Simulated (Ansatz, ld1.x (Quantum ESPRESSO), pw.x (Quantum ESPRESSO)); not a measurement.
# pw.x on sc Al: one setting changed

Potential: PAW, ld1.x (Quantum ESPRESSO) 7.5, PBE; core [Ne], reference 3s2 3p1; waves: 3s (bound): rcut 1.80, rcutus 2.05 bohr; 3s channel at 2.6 Ry: rcut 1.80, rcutus 2.05 bohr; 3p (bound): rcut 2.00, rcutus 2.50 bohr; 3p channel at 5 Ry: rcut 2.00, rcutus 2.50 bohr; 3d channel at 0.1 Ry: rcut 2.40, rcutus 2.60 bohr; 3d channel at 2.8 Ry: rcut 2.40, rcutus 2.60 bohr; local part: all-electron potential smoothed inside 1.95 bohr (lloc = -2); core correction: Bessel-smoothed model core inside 1.05 bohr; augmentation: PSQ, inside the norm-conserving radii.

The reference run (k-mesh 12³, cutoffs 40/320 Ry, Fermi–Dirac 0.01 Ry, mixing_beta 0.4, conv_thr 1e-9, no spin) gives 0.21 GPa at 20.086 Å³/atom, where all-electron LAPW gives 0.26 GPa. This run, with its own iteration cap, changes ecutrho/ecutwfc to 6.

```
&control
  calculation='scf', prefix='x', pseudo_dir='./', outdir='./tmp', tstress=.true., disk_io='none'
/
&system
  ibrav=0, nat=1, ntyp=1, ecutwfc=40, ecutrho=240, nbnd=8,
  occupations='smearing', smearing='fd', degauss=0.01
/
&electrons
  conv_thr=1e-09, mixing_beta=0.4, electron_maxstep=50
/
ATOMIC_SPECIES
Al 1.0 Al.UPF
CELL_PARAMETERS angstrom
  2.71830272 0.00000000 0.00000000
  0.00000000 2.71830272 0.00000000
  0.00000000 0.00000000 2.71830272
ATOMIC_POSITIONS crystal
Al 0.0000 0.0000 0.0000
K_POINTS automatic
12 12 12 0 0 0
```

```bash
pw.x < Al.scf.in > Al.scf.out
```

Problem. How does the run end?

Solution. It converges in 5 iterations; the free energy moves by -0.6 meV/atom and the pressure by +0.03 GPa. The result is that of the reference run.

```
Message from routine setup:
     using ibrav=0 with symmetry is DISCOURAGED, use correct ibrav instead
     lattice parameter (alat)  =       5.1368  a.u.
     unit-cell volume          =     135.5470 (a.u.)^3
     number of electrons       =         3.00
     number of Kohn-Sham states=            8
     kinetic-energy cutoff     =      40.0000  Ry
     charge density cutoff     =     240.0000  Ry
     scf convergence threshold =      1.0E-09
     Exchange-correlation= SLA  PW   PBX  PBC
     number of k points=    84  Fermi-Dirac smearing, width (Ry)=  0.0100
     iteration #  1     ecut=    40.00 Ry     beta= 0.40
     total energy              =     -39.47638225 Ry
     estimated scf accuracy    <       0.00259898 Ry
     iteration #  2     ecut=    40.00 Ry     beta= 0.40
     total energy              =     -39.47635031 Ry
     estimated scf accuracy    <       0.00084317 Ry
     iteration #  3     ecut=    40.00 Ry     beta= 0.40
     total energy              =     -39.47639139 Ry
     estimated scf accuracy    <       0.00000994 Ry
     iteration #  4     ecut=    40.00 Ry     beta= 0.40
     total energy              =     -39.47639179 Ry
     estimated scf accuracy    <          8.0E-09 Ry
     iteration #  5     ecut=    40.00 Ry     beta= 0.40
     the Fermi energy is     5.5842 ev
!    total energy              =     -39.47639180 Ry
     estimated scf accuracy    <          1.9E-10 Ry
     smearing contrib. (-TS)   =      -0.00231425 Ry
     convergence has been achieved in   5 iterations
          total   stress  (Ry/bohr**3)                   (kbar)     P=        2.38
     Message from routine punch:
     Nothing written, as per user request (disk_io='none')
```

The run took about 5.9 s on one core of a shared server CPU.
